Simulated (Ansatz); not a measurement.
Relaxing SrO in the zincblende type

First guess:

```
CELL_PARAMETERS angstrom
0.00000 2.69994 2.69994
2.69994 0.00000 2.69994
2.69994 2.69994 0.00000
ATOMIC_POSITIONS crystal
Sr 0.00000 0.00000 0.00000
O 0.25000 0.25000 0.25000
```

Method: DFT, PBE, PAW with Ansatz's default frozen-core files, scalar-relativistic in Ansatz 0.2.0.

Cell and atoms relax within the symmetry of the start on a 11×11×11 k mesh with 0.03 eV Fermi–Dirac smearing.

The start is built from a prototype, known or not as a phase of this compound; the cutoff is 420 eV.

(1) What is the pressure of the first guess?

(2) What does it relax to?

(3) How much energy does the relaxation release?

## Answers

(1) 8.94 GPa.

(2) a = 5.613 Å, b = 5.613 Å, c = 5.613 Å, α = 90.00°, β = 90.00°, γ = 90.00° (conventional cell), 22.11 Å³ per atom:
Space group F-43m (No. 216). a = 5.613 Å, b = 5.613 Å, c = 5.613 Å, α = 90.00°, β = 90.00°, γ = 90.00°
```
atom  site  symmetry       x       y       z
  Sr    4a      -43m  0.0000  0.0000  0.0000
   O    4d      -43m  0.2500  0.2500  0.7500
```

(3) 61 meV/atom.
